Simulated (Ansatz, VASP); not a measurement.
C: VASP beside Ansatz

```xyz
2
Lattice="0.0000 1.6544 1.8665 1.6544 0.0000 1.8665 1.6544 1.6544 0.0000" Properties=species:S:1:pos:R:3 pbc="T T T"
C     1.6544    1.6544    1.8665
C     2.4817    2.4817    2.7998
```

Alike in both runs: task single point; functional LDA; k mesh 12 × 12 × 12; occupations gaussian, width 0.05 eV; no spin polarisation.

|  | VASP | Ansatz |
| --- | --- | --- |
| version | VASP 6.6.1 | Ansatz 0.2.0 |
| potentials or method | VASP PAW LDA potentials, release 64 (C) | scalar-relativistic, plane waves, PAW |
| plane-wave cutoff (eV) | 520 | 520 |
| valence electrons in the cell | 8 | 8 |

|  | VASP | Ansatz | Ansatz less VASP |
| --- | --- | --- | --- |
| gap on the k mesh at the Fermi level (eV) | 2.77 | 2.78 | +0.013 |
| least direct gap on the mesh (eV) | 4.73 | 4.73 | -0.003 |

Ansatz warned: «pseudo_functional_mismatch».
